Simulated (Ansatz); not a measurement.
## HfO2: the gap under pressure

HfO2, P4_2/nmc, a = 3.604 Å, c = 5.264 Å. This isn't the usual stable structure of the compound. Ansatz: PBE, PAW, 420 eV, Γ-centred 6×6×4 mesh on 6 atoms, Gaussian smearing 0.02 eV; no spin polarisation. Cell and atoms are relaxed at each pressure, and no other structure is tried, so the rows at high pressure may lie past a change of phase. The gap is sought over the whole zone. The pressures are the targets, met within 0.06 GPa.

| P (GPa) | gap y (eV) |
| --- | --- |
| -2.0 | 4.672 |
| 0.0 | ? |
| 2.0 | 4.670 |
| 5.0 | 4.672 |
| 10.0 | 4.618 |
| 20.0 | 4.535 |
| 40.0 | 4.348 |

Problem. Fit y = E0 + αP + βP² to the other rows and predict the missing gap.

Solution. Least squares on the rows shown. y = 4.6766 − 0.0047624 P − 8.7986×10⁻⁵ P². So α = -4.8 meV/GPa, but the rows at 0 and 2 GPa alone give 0 meV/GPa, so the parabola doesn't give the slope at zero pressure. With a term in P³ added, the coefficient of P becomes -0.0006998, 85 % less, which shows how far this figure hangs on the form. At P = 0.0 the fit asked for gives 4.677 eV. The run gave 4.670 eV, so the fit is 0.007 eV too high, within the rms miss on the fitted rows (0.012 eV): the form describes this series only roughly. Note that among the fitted rows a band edge sits at another point of the zone at 10, 20, 40 GPa than at zero pressure, so one curve spans more than one gap.

Spin-orbit coupling is left out, which matters for the bands of heavy elements. The mesh isn't the same in all rows (6×6×4, 8×8×6). Semilocal functionals give gaps under the measured ones; changes of the gap mostly carry over better.